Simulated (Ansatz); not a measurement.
Consider the substitution at a C–C bond: diethyl ether + `C[SiH2]SS` → `C[SiH2]SSC` + `CCOC`.

Gas-phase electronic energies from Ansatz, PBE0-D4/def2-TZVP geometries. CCSD(T)/CBS is the MP2 limit (def2-TZVPP, def2-QZVPP) plus CCSD(T) − MP2 in def2-TZVPP, frozen cores. DFT in def2-TZVPP. One conformer a species, not always the lowest.

```
             level  ΔE (eV)
       LDA (SPW92)     0.04
            r2SCAN     0.00
      MP2/def2-SVP     0.10
SCS-MP2/def2-TZVPP     0.02
```

Task: What does CCSD(T)/CBS give? (An estimate is asked.)

Result: Ansatz gave: +0.02 eV. The listed levels differ from it by 0.02, -0.02, 0.08, 0.00 eV.

Largest T1 diagnostic among the species: 0.011.

Leaving LDA and LC-ωPBE aside and taking each functional with its dispersion term where it has one, the values, not all of them listed here, spread over 0.08 eV, from revPBE-D4 to CAM-B3LYP-D4. LDA lies +0.05 eV from PBE without D4. At CCSD(T), def2-SVP lies +0.11 eV from the extrapolated value and def2-TZVPP +0.03 eV.

CCSD(T)/CBS has its own doubt, a few kJ/mol and more with outer-core shells, so smaller differences from it don't rank the levels.
